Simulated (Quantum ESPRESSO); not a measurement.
**GaSb: zone-centre phonons under several settings**

```xyz
2
Lattice="0.0000 3.0590 3.0590 3.0590 0.0000 3.0590 3.0590 3.0590 0.0000" Properties=species:S:1:pos:R:3 pbc="T T T"
Sb    4.5885    4.5885    4.5885
Ga    0.0000    0.0000    0.0000
```

All runs used Quantum ESPRESSO 7.5; k mesh 8 × 8 × 8; no spin polarisation.

| level | potentials | geometry | cutoff (eV) | occupations | volume (Å³/atom) | pressure (GPa) | lowest optical mode without the field (cm⁻¹) |
| --- | --- | --- | --- | --- | --- | --- | --- |
| RPBE | PseudoDojo 0.4.1 SR PBE standard | relaxed cell | 1088 | methfessel-paxton, width 0.272 eV | ? | 0.3 | ? |
| PBE | SSSP 1.3 efficiency PBE | relaxed cell | 952 | cold, width 0.272 eV | 29.93 | 0.0 | 204 |
| PBEsol | PseudoDojo 0.4.1 SR PBEsol standard | given cell, atoms relaxed | 1088 | cold, width 0.136 eV | 28.62 | -0.2 | 218 |
| AM05 | PseudoDojo 0.4.1 SR PBE standard | relaxed cell | 1088 | cold, width 0.272 eV | 28.65 | 0.0 | 213 |

Question: What stands in the row left open?

Answer: Volume 30.87 Å³/atom; lowest optical mode without the field 202 cm⁻¹.

Caveats: the potentials were made for another functional, which shifts forces and pressure (some runs).

For the row left open. Caveat: the potentials were made for another functional, which shifts forces and pressure.
